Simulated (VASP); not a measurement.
# CdSe: forms and broadenings of the independent-particle spectrum

CdSe, F-43m (no. 216), 2 atoms in the cell. PBE, independent-particle dielectric function; PAW potentials Cd, Se (PBE set).

## Input

INCAR.step1:
```
SYSTEM = CdSe
EDIFF = 1E-8
ENCUT = 320
ISMEAR = 0
KPAR = 4
LASPH = .True.
LCHARG = .False.
LEPSILON = .True.
LWAVE = .False.
PREC = Accurate
SIGMA = 0.02
```

INCAR.step2, as INCAR.step1 but for:
```
- LEPSILON = .True.
- LWAVE = .False.
+ LWAVE = .True.
+ NBANDS = 41
```

INCAR.step3:
```
SYSTEM = CdSe
ALGO = None
CSHIFT = 0.1
EDIFF = 1E-7
ENCUT = 320
ISMEAR = 0
ISTART = 1
KPAR = 4
LASPH = .True.
LCHARG = .False.
LOPTICS = .True.
LWAVE = .False.
NBANDS = 41
NEDOS = 2000
NELM = 1
PREC = Accurate
SIGMA = 0.02
```

INCAR.step4, as INCAR.step3 but for:
```
+ LNABLA = .True.
```

INCAR.step5, as INCAR.step4 but for:
```
- LNABLA = .True.
+ IPEAD = 2
+ LPEAD = .True.
```

INCAR.step6, as INCAR.step5 but for:
```
- IPEAD = 2
+ IPEAD = 3
```

INCAR.step7 changes the same tag again: IPEAD = 4.

INCAR.step8, as INCAR.step7 but for:
```
- CSHIFT = 0.1
- IPEAD = 4
- LPEAD = .True.
+ CSHIFT = 0.5
```

INCAR.step9, as INCAR.step8 but for:
```
- CSHIFT = 0.5
+ CSHIFT = 0.03
```

INCAR.step10 changes the same tag again: CSHIFT = 0.05.

INCAR.step11, as INCAR.step10 but for:
```
- CSHIFT = 0.05
- ISMEAR = 0
+ CSHIFT = 0.1
+ ISMEAR = -5
```

INCAR.step12, as INCAR.step11 but for:
```
- ISMEAR = -5
- SIGMA = 0.02
+ ISMEAR = 0
+ SIGMA = 0.2
```

INCAR.step13, as INCAR.step12 but for:
```
- SIGMA = 0.2
+ OMEGAMAX = 12
+ SIGMA = 0.02
```

INCAR.step14, as INCAR.step13 but for:
```
- OMEGAMAX = 12
+ OMEGAMAX = 60
```

KPOINTS:
```
k-points
0
Gamma
  12 12 12
```

POSCAR:
```
CdSe
1.0
    0.0000000000      3.0702711986      3.0702711986
    3.0702711986      0.0000000000      3.0702711986
    3.0702711986      3.0702711986      0.0000000000
Cd Se
1 1
Direct
    0.0000000000      0.0000000000      0.0000000000
    0.2500000000      0.2500000000      0.2500000000
```

Commands (each step's output is kept before the next begins):
```
cat potpaw_PBE.64/Cd/POTCAR potpaw_PBE.64/Se/POTCAR > POTCAR
cp INCAR.step1 INCAR
mpirun -np 4 vasp_std > vasp.out
rm WAVECAR CHG
cp INCAR.step2 INCAR
mpirun -np 4 vasp_std > vasp.out
cp INCAR.step3 INCAR
mpirun -np 4 vasp_std > vasp.out
cp INCAR.step4 INCAR
mpirun -np 4 vasp_std > vasp.out
cp INCAR.step5 INCAR
mpirun -np 4 vasp_std > vasp.out
cp INCAR.step6 INCAR
mpirun -np 4 vasp_std > vasp.out
cp INCAR.step7 INCAR
mpirun -np 4 vasp_std > vasp.out
cp INCAR.step8 INCAR
mpirun -np 4 vasp_std > vasp.out
cp INCAR.step9 INCAR
mpirun -np 4 vasp_std > vasp.out
cp INCAR.step10 INCAR
mpirun -np 4 vasp_std > vasp.out
cp INCAR.step11 INCAR
mpirun -np 4 vasp_std > vasp.out
cp INCAR.step12 INCAR
mpirun -np 4 vasp_std > vasp.out
cp INCAR.step13 INCAR
mpirun -np 4 vasp_std > vasp.out
cp INCAR.step14 INCAR
mpirun -np 4 vasp_std > vasp.out
```

## Result

- Direct gap on the mesh (eV): 0.54
- Gap on the mesh (eV): 0.54
- Bands: 41

One ground state, settings moved in the last step alone:

| Settings | ε at zero frequency | Mean energy of the absorption, weighted by Im ε (eV) | Time (s) |
|---|---|---|---|
| longitudinal form, CSHIFT 0.1 | 9.29 | 5.54 | 3 |
| transversal form (LNABLA) | 9.40 | 5.54 | 3 |
| finite differences (LPEAD), order 2 | 8.02 | 5.65 | 9 |
| finite differences (LPEAD), order 3 | 8.08 | 5.64 | 11 |
| finite differences (LPEAD), order 4 | 8.11 | 5.64 | 14 |
| CSHIFT 0.5 | 8.42 | 5.67 | 3 |
| CSHIFT 0.03 | 9.35 | 5.56 | 3 |
| CSHIFT 0.05 | 9.34 | 5.53 | 3 |
| tetrahedron method | 8.25 | 5.60 | 4 |
| SIGMA 0.2 | 9.26 | 5.55 | 4 |
| OMEGAMAX 12, which cuts the spectrum short | 8.98 | 5.53 | 3 |
| OMEGAMAX 60 | 9.29 | 5.54 | 3 |

The mean energy covers the spectrum up to 12 eV.

On the same mesh, density-functional perturbation theory with local fields gives ε = 9.06.

Limits: Spin-orbit coupling is left out, which can matter with atoms this heavy.

VASP 6.6.1 took 327 s on 4 cores (Intel Xeon Platinum 8259CL @ 2.50GHz (Skylake/Cascade Lake)), a shared host.
